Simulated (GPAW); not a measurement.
# PbS (honeycomb monolayer): G0W0 with GPAW, start to end

Aim: the G0W0 gap of PbS (honeycomb monolayer) on PBE, step by step.

Calculated with GPAW 26.7.0; PBE and many-body steps on it, plane waves.

Report form: the programs' logs are mostly left out.

## 1. The structure

The cell holds 2 atoms: 1 Pb and 1 S. Its edges and angles: a = 4.054 Å, b = 4.054 Å, c = 11.400 Å, α = 90.0°, β = 90.0°, γ = 120.0°. Vacuum lies along c.

The start is a generated structure, not a measured one. Spin-orbit coupling is left out unless a step names it.

## 2. Relaxation

This step: GPAW 26.7.0; DFT, PBE, plane waves, PAW.

Gaps follow bond lengths, so the structure is brought to rest first.

run.py reads:

```python
import json
import numpy as np
from gpaw.mpi import world
from ase import Atoms
from ase.constraints import FixSymmetry
from ase.filters import FrechetCellFilter
from ase.optimize import BFGS
from gpaw import GPAW, PW, FermiDirac

atoms = Atoms(['Pb', 'S'],
    cell=[[4.0538454295, 0.0000000000, 0.0000000000],
      [-2.0269227148, 3.5107331250, 0.0000000000],
      [0.0000000000, 0.0000000000, 11.4000000000]],
    scaled_positions=[[0.3333333333, 0.6666666667, 0.4824561404],
      [0.6666666667, 0.3333333333, 0.5175438596]],
    pbc=(True, True, False))
atoms.set_constraint(FixSymmetry(atoms))
atoms.calc = GPAW(mode=PW(550),
    xc='PBE',
    kpts={'size': (9, 9, 1), 'gamma': True},
    occupations=FermiDirac(0.02),
    convergence={'density': 1e-5},
    txt='relax.txt')
steps = []
opt = BFGS(FrechetCellFilter(atoms, mask=[1, 1, 0, 0, 0, 1]), logfile='bfgs.log')
opt.attach(lambda: steps.append([atoms.get_potential_energy(), atoms.cell[:], atoms.positions.copy(), atoms.get_forces()]))
converged = opt.run(fmax=0.03, steps=50)
res = {'converged': bool(converged), 'steps': steps, 'cell': atoms.cell[:], 'frac': atoms.get_scaled_positions()}

if world.rank == 0:
    with open('result.json', 'w') as f:
        json.dump(res, f, default=lambda x: x.tolist())
```

Launch:

```sh
> mpirun -n 4 gpaw python run.py
```

It took 88 s on 4 MPI ranks of Arm Neoverse V1, shared host; peak memory 1.1 GiB.

The steps of the relaxation:

| step | energy less that of the first step (eV) | largest force (eV/Å) |
| --- | --- | --- |
| 1 | 0.0000 | 2.8325 |
| 2 | -1.2244 | 1.7564 |
| 3 | -1.8614 | 0.6786 |
| 4 | -1.9195 | 0.3806 |
| 5 | -1.9270 | 0.2928 |
| 6 | -1.9327 | 0.2482 |
| 7 | -1.9535 | 0.1256 |
| 8 | -1.9849 | 0.1821 |
| 9 | -2.0265 | 0.2792 |
| 10 | -2.1927 | 1.0002 |
| 11 | -2.2938 | 0.3668 |
| 12 | -2.3025 | 0.0879 |
| 13 | -2.3039 | 0.0003 |

The atoms that moved most (Å):

| atom | dx | dy | dz | length |
| --- | --- | --- | --- | --- |
| Pb1 | 0.000 | 0.000 | -0.519 | 0.519 |
| S2 | 0.000 | 0.000 | 0.519 | 0.519 |

Final coordinates:

```
Pb S
1.0
     3.95592    0.00000    0.00000
    -1.97796    3.42592    0.00000
     0.00000    0.00000   11.40000
Pb S
1 1
Direct
  0.33333 0.66667 0.43689
  0.66667 0.33333 0.56308
```

## 3. Ground state

The ground-state density comes first.

run.py reads:

```python
import json
import numpy as np
from gpaw.mpi import world
from ase import Atoms
from gpaw import GPAW, PW, FermiDirac

atoms = Atoms(['Pb', 'S'],
    cell=[[3.9559158722, 0.0000000000, 0.0000000000],
      [-1.9779579361, 3.4259236405, 0.0000000000],
      [0.0000000000, 0.0000000000, 11.4000000000]],
    scaled_positions=[[0.3333333333, 0.6666666667, 0.4368901553],
      [0.6666666667, 0.3333333333, 0.5630768341]],
    pbc=(True, True, False))
calc = GPAW(mode=PW(450),
    xc='PBE',
    kpts={'size': (9, 9, 1), 'gamma': True},
    occupations=FermiDirac(0.001),
    nbands=-7,
    convergence={'density': 1e-6, 'bands': -3},
    maxiter=100,
    txt='gs.txt')
atoms.calc = calc
res = {'energy': atoms.get_potential_energy()}
kpts = calc.get_ibz_k_points()
res['kpts'] = kpts
res['eigenvalues'] = [calc.get_eigenvalues(kpt=k) for k in range(len(kpts))]
res['n_electrons'] = calc.get_number_of_electrons()
calc.write('gs.gpw')

if world.rank == 0:
    with open('result.json', 'w') as f:
        json.dump(res, f, default=lambda x: x.tolist())
```

Launch:

```sh
> mpirun -n 4 gpaw python run.py
```

Elapsed: 6.1 s, on 4 MPI ranks; peak memory 0.7 GiB; 24 s of CPU time.

Numbers from this step:

```yaml
total_energy: -8.511 eV
gap: 2.103 eV
k_of_the_valence_top: 0.2222, -0.1111, 0
k_of_the_conduction_bottom: 0, 0, 0
least_direct_gap: 2.225 eV
```

The gap is indirect, with the least direct gap 0.12 eV higher.

## 4. Empty states on the mesh, 6×6×1 mesh, 261 bands

The sums over transitions need many empty states on a uniform mesh; this step solves for them.

run.py reads:

```python
import json
import numpy as np
from gpaw.mpi import world
from gpaw import GPAW

calc = GPAW('gs.gpw').fixed_density(kpts={'size': (6, 6, 1), 'gamma': True},
    parallel={'domain': 1, 'band': 1},
    txt='nscf.txt')
calc.diagonalize_full_hamiltonian(nbands=261)
calc.write('full.gpw', mode='all')
res = {}
kpts = calc.get_ibz_k_points()
res['kpts'] = kpts
res['eigenvalues'] = [calc.get_eigenvalues(kpt=k) for k in range(len(kpts))]
res['n_electrons'] = calc.get_number_of_electrons()

if world.rank == 0:
    with open('result.json', 'w') as f:
        json.dump(res, f, default=lambda x: x.tolist())
```

Launch:

```sh
> mpirun -n 4 gpaw python run.py
```

Elapsed: 76 s, on 4 MPI ranks; peak memory 4.1 GiB.

This step gave:

- gap: 2.114 eV
- k of the valence top: 0.1667, 0, 0
- k of the conduction bottom: 0, 0, 0
- least direct gap: 2.225 eV
- k points computed: 7
- lowest point of the top converged band, above the valence top: 79.1140 eV

On this mesh the gap is 2.114 eV.

## 5. Screening and self-energy, 6×6×1 mesh, 116 bands, screening to 48 eV

G0W0 replaces the xc potential by the self-energy, built once from these orbitals. Only a window of levels is corrected, while the sums run over the empty bands that the input names.

This step: G0W0 on PBE, plane waves, PAW.

run.py reads:

```python
import json
import numpy as np
from gpaw.mpi import world
from gpaw.response.g0w0 import G0W0

gw = G0W0('full.gpw',
    filename='gw',
    kpts=[0, 1],
    bands=(8, 12),
    ecut=48,
    nbands=116,
    truncation='2D',
    integrate_gamma='sphere',
    q0_correction=True,
    frequencies={'type': 'nonlinear', 'domega0': 0.15, 'omega2': 15.0},
    eta=0.1,
    nblocksmax=True)
gw.calculate()
res = {mode: {k: v for k, v in r.items() if k != 'sigma_eskwn'}
       for mode, r in gw.all_results.items()}

if world.rank == 0:
    with open('result.json', 'w') as f:
        json.dump(res, f, default=lambda x: x.tolist())
```

Launch:

```sh
> mpirun -n 4 gpaw python run.py
```

It took 31 s on 4 MPI ranks; peak memory 1.5 GiB; 2.1 min of CPU time.

Numbers from this step:

- G0W0 gap on the points computed: 3.533 eV
- least direct G0W0 gap on the computed points: 3.665 eV
- Z at the valence top: 0.7341
- Z at the conduction bottom: 0.7906
- starting gap on the mesh: 2.114 eV
- k of the valence top: 0.1667, 0, 0
- k of the conduction bottom: 0, 0, 0

The gap on the mesh goes from 2.11 eV to 3.53 eV, a correction of +1.42 eV.

Limits: finite bands, cutoff and mesh; no spin-orbit coupling. v1 is the top filled band, c1 the lowest empty one. The levels before and after the correction (eV, zero at the valence-band top of each column):

|  | conduction bottom | valence top |
| --- | --- | --- |
| Kohn-Sham | 2.11 | 0.00 |
| G0W0 | 3.53 | 0.00 |

|  | level | energy (eV) |
| --- | --- | --- |
| Kohn-Sham | Γ v2 | -0.397 |
| Kohn-Sham | Γ v1 | -0.111 |
| Kohn-Sham | Γ c1 | 2.114 |
| Kohn-Sham | Γ c2 | 5.184 |
| Kohn-Sham | (0.167 0 0) v2 | -0.658 |
| Kohn-Sham | (0.167 0 0) v1 | 0.000 |
| Kohn-Sham | (0.167 0 0) c1 | 2.775 |
| Kohn-Sham | (0.167 0 0) c2 | 4.274 |
| G0W0 | Γ v2 | -0.223 |
| G0W0 | Γ v1 | -0.132 |
| G0W0 | Γ c1 | 3.533 |
| G0W0 | Γ c2 | 5.977 |
| G0W0 | (0.167 0 0) v2 | -0.520 |
| G0W0 | (0.167 0 0) v1 | 0.000 |
| G0W0 | (0.167 0 0) c1 | 4.316 |
| G0W0 | (0.167 0 0) c2 | 5.837 |

## 6. Where the time went

Times are wall times on 4 MPI ranks of Arm Neoverse V1, shared host, good to a factor of about two.

| step | time | share | memory (GiB) |
| --- | --- | --- | --- |
| relaxation | 88 s | 44 % | 1.1 |
| ground state | 6.1 s | 3 % | 0.7 |
| empty states on the mesh | 76 s | 38 % | 4.1 |
| screening and self-energy | 31 s | 15 % | 1.5 |

## 7. Summary of results

| Item | Value |
| --- | --- |
| PBE gap | 2.10 eV, indirect |
| G0W0 gap on the mesh | 3.53 eV |
| GW settings | 6×6×1 mesh, 116 bands, screening to 48 eV, full frequency, Hilbert transform |
| known limits | not at the basis limit; no spin-orbit coupling |

G0W0 moves the gap on the mesh from 2.11 eV to 3.53 eV (+1.42 eV), with Z of 0.73 and 0.79 at the edges. Only 2 of the mesh's irreducible points were corrected, so a valley elsewhere could overtake. Bands and cutoff are finite, so the gap is not at the basis limit. The miss can reach some tenths of an eV and take either sign; the mesh is an error of its own. These stock PAW sets were not made for GW. In the G0W0 run levels were corrected at 2 k points alone, so a gap called «on the mesh» is the least over those, and an edge elsewhere would be missed. Where an edge is built on 6p states of lead, bismuth or thallium, scalar-relativistic gaps usually stand too wide, by a few tenths to over one eV. The many-body steps are scalar-relativistic: spin-orbit coupling is not in them.

[Paths, hosts, dates, memory and timing lines, banners, echoed tables and standing remarks are left out of the program output.]

[Logs are printed without paths, hosts, clocks, repeated set-up lines and the standing remarks that a program may print on its own settings, such as how far it seeks lower states.]

[Runs of the session that timed out or met a known fault of the program may be left out.]

[Hosts, paths, dates, database ids (printed as entryN), source tags and the programs' standing remarks are cut or masked in the printed files.]
